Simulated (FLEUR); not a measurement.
ZnSe (Stilleite) under changes of volume

One of the cells (22.757 Å³/atom); the others are scaled copies at fixed shape and fractional positions:

```
Se Zn
1.0
     0.00000    2.83380    2.83380
     2.83380    0.00000    2.83380
     2.83380    2.83380    0.00000
Se Zn
1 1
Direct
  0.75000 0.75000 0.75000
  0.00000 0.00000 0.00000
```

```yaml
Program: FLEUR MaX-R8.1 (later development tree)
Functional: LDA
Potentials_or_basis: all-electron
Basis: FLAPW
Kmax: 4.71 1/bohr
k_mesh: 8 × 8 × 8
Occupations: fermi-dirac, width 0.05 eV
Spin: no spin polarisation
```

| volume (Å³/atom) | energy over the lowest point (meV/atom) | gap on the mesh (eV) |
| --- | --- | --- |
| 21.391 | 0.00 | 1.29 |
| 21.846 | 0.52 | 1.20 |
| 22.757 | 13.18 | 1.03 |
| 23.667 | ? | ? |
| 24.122 | 55.08 | 0.81 |

What does the run at 23.667 Å³/atom give?

Energy over the lowest point 38.58 meV/atom; gap on the mesh 0.88 eV.

Worked out: A Birch-Murnaghan fit of order 2 (a polynomial in V^(-2/3)) to the other rows has its minimum at 21.55 Å³/atom with B0 = V·E''(V) = 70 GPa. It gives 38.44 meV/atom at 23.667 Å³/atom, against the run's 38.58. A straight line through the other rows of the gap, of slope -3.99 eV per unit of ln V (its deformation potential), gives 0.88 eV, against the run's 0.88.

Energies are extrapolated to zero smearing.

Spin-orbit coupling on Se is left out.
